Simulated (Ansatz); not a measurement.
A crystal relaxed with r2SCAN in the PAW code Ansatz has space group P-4m2 (No. 115) and a = 4.237 Å, c = 12.029 Å.

```
atom  site       x       y       z
  Xx    1a  0.0000  0.0000  0.0000
  As    2g  0.0000  0.5000  0.1110
  In    2f  0.5000  0.5000  0.2412
  As    2g  0.5000  0.0000  0.3706
  In    1d  0.0000  0.0000  0.5000
```

The r2SCAN gap is direct at Γ: 0.16 eV. HSE06 gives a direct gap of 0.49 eV at Γ. Meshes: r2SCAN 6×6×2, HSE06 4×4×2.

Q: Which element is Xx?
A. Tl
B. Al
C. B
D. Ga

A: D. Xx is Ga: In3GaAs4, ordered on the zincblende lattice (P-4m2) with 8 atoms a cell. Around Ga lie 4 As at 2.50 Å; around As lie 2 Ga at 2.50 Å and 2 In at 2.63 Å; around In lie 4 As at 2.63 Å; around As lie 4 In at 2.63 Å.

Spin-unpolarised throughout. Whether this structure exists isn't addressed.

Spin-orbit coupling is left out, which matters wherever the heavy atoms make up the band edges.

The meshes of the hybrids are coarse, so their gaps aren't converged to the digits shown.
